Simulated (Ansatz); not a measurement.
Isolated molecules relaxed with PBE0-D4/def2-TZVP in Ansatz; ΔE leaves out vibrations. CCSD(T)/CBS adds triple-zeta CCSD(T) − MP2 to the extrapolated MP2 energy (def2 sets, frozen cores). Functionals use def2-TZVPP. One conformer a species, not always the lowest.

Reaction (formal exchange of groups at the Si–C bond): `N[SiH2]C(=O)O` + `CO[SiH](N)O` → `N[SiH2]O[SiH](N)O` + `CC(=O)O`

CCSD(T)/CBS gives -225.7 kJ/mol.

Task: Another level gave -226.6 kJ/mol. Which?
A. MP2/def2-TZVPP
B. PBE0/def2-TZVPP
C. CCSD/def2-TZVPP
D. PBE0-D4/def2-TZVPP

Result: C. CCSD/def2-TZVPP -226.6, PBE0 -216.1, PBE0-D4 -220.2, MP2/def2-TZVPP -232.4 kJ/mol.

Largest T1 diagnostic among the species: 0.015.

From PBE to PBE0 (25 % exact exchange), in def2-TZVPP and without D4, ΔE moves by −12.2 kJ/mol. The D4 term adds −7.4 kJ/mol with B3LYP and −4.1 kJ/mol with PBE0; it sums over pairs of atoms, weighted by their polarisabilities, and B3LYP, whose exchange is more repulsive, gets the larger term.

B3LYP here is the variant with VWN-RPA as its local correlation; programs differ in this.

CCSD(T)/CBS has its own doubt, a few kJ/mol and more with outer-core shells, so smaller differences from it don't rank the levels.
